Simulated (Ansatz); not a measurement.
# The equilibrium volume of CuO, sorted by core time

```xyz
4
Lattice="2.3418 -1.7113 0.0000 2.3418 1.7113 0.0000 -0.8500 0.0000 5.0579" Properties=species:S:1:pos:R:3 pbc="T T T"
Cu    0.7459   -0.8557    2.5289
Cu    1.1709    0.8557    0.0000
O     1.7043    0.2793    3.7934
O     2.1293   -0.2793    1.2645
```

```csv
rung,level,program and potentials,cutoff (eV),k mesh,smearing,core time,chip,equilibrium volume (Å³/atom),notes
meta-GGA,m-r2SCAN,"Ansatz, Ansatz PAW",500,10 × 10 × 5,fermi-dirac 0.05,76 s,AMD EPYC 9R45 Zen 5,10.73,"potentials made for PBE, which Ansatz adapts in part"
GGA + dispersion,RPBE+D3(BJ),"Ansatz, Ansatz PAW",420,10 × 10 × 5,fermi-dirac 0.05,3 min,Intel Xeon Skylake/Cascade Lake,8.84,"potentials made for PBE, which Ansatz adapts in part"
GGA + dispersion,PBEsol+D3(BJ),"Ansatz, Ansatz PAW",420,10 × 10 × 5,fermi-dirac 0.05,3.8 min,Arm Neoverse V2,10.43,"potentials made for PBE, which Ansatz adapts in part"
GGA,RPBE,"Ansatz, Ansatz PAW",420,10 × 10 × 5,fermi-dirac 0.05,3.9 min,Arm Neoverse V1,11.61,"potentials made for PBE, which Ansatz adapts in part"
GGA,PBEsol,"Ansatz, Ansatz PAW",420,10 × 10 × 5,fermi-dirac 0.05,4.1 min,Arm Neoverse V2,10.67,"potentials made for PBE, which Ansatz adapts in part"
GGA + dispersion,PBEsol+D4,"Ansatz, Ansatz PAW",420,10 × 10 × 5,fermi-dirac 0.05,4.5 min,Arm Neoverse V2,10.51,"potentials made for PBE, which Ansatz adapts in part"
GGA + dispersion,BLYP+D3(BJ),"Ansatz, Ansatz PAW",420,10 × 10 × 5,fermi-dirac 0.05,4.6 min,Intel Xeon Skylake/Cascade Lake,10.98,"potentials made for PBE, which Ansatz adapts in part"
GGA + dispersion,PBEsol+D3(BJ)+ATM,"Ansatz, Ansatz PAW",420,10 × 10 × 5,fermi-dirac 0.05,4.7 min,Arm Neoverse V2,(a),"potentials made for PBE, which Ansatz adapts in part"
GGA,PBE,"Ansatz, Ansatz PAW",420,10 × 10 × 5,fermi-dirac 0.05,5.3 min,Intel Xeon Skylake/Cascade Lake,11.20,-
hybrid,r2SCAN0,"Ansatz, Ansatz PAW",500,5 × 5 × 3,fermi-dirac 0.05,5.4 min,AMD EPYC 9B45 Zen 5,10.28,"coarse mesh; potentials made for PBE, which Ansatz adapts in part"
GGA,revPBE,"Ansatz, Ansatz PAW",420,10 × 10 × 5,fermi-dirac 0.05,6.5 min,Intel Xeon Skylake/Cascade Lake,11.50,"potentials made for PBE, which Ansatz adapts in part"
GGA + dispersion,revPBE+D3(BJ),"Ansatz, Ansatz PAW",420,10 × 10 × 5,fermi-dirac 0.05,7.6 min,Intel Xeon Skylake/Cascade Lake,10.87,"potentials made for PBE, which Ansatz adapts in part"
GGA + dispersion,revPBE+D4,"Ansatz, Ansatz PAW",420,10 × 10 × 5,fermi-dirac 0.05,7.8 min,Intel Xeon Skylake/Cascade Lake,(b),"potentials made for PBE, which Ansatz adapts in part"
GGA + dispersion,RPBE+D4,"Ansatz, Ansatz PAW",420,10 × 10 × 5,fermi-dirac 0.05,9.9 min,Intel Xeon Skylake/Cascade Lake,(c),"potentials made for PBE, which Ansatz adapts in part"
hybrid,revPBE0,"Ansatz, Ansatz PAW",420,5 × 5 × 3,fermi-dirac 0.05,15 min,INTEL XEON PLATINUM 8581C Emerald Rapids,10.99,"coarse mesh; potentials made for PBE, which Ansatz adapts in part"
```

Times are single runs on shared hosts and different chips, so they are rough; meshes, cutoffs and the tasks' sizes weigh on the time. Task: relaxation of cell and atoms. All rows: no spin polarisation. m-r2SCAN is the variant of Desmarais and co-workers (2025). Smearing widths are in eV. For a metal such meshes aren't converged. Meshes differ between rows, which moves values too. Meshes are those of the run's cell of 4 atoms unless a note names another. Relaxations start from the cell shown or near it and stop with a little pressure left. Runs on faulty files, with rough fits or with known faults for this quantity aren't shown. No row holds spin-orbit coupling.

**Question.** Estimate the values left out from the other rows.

**Answer.** (a) 10.47 Å³/atom; (b) 10.85 Å³/atom; (c) 10.88 Å³/atom.
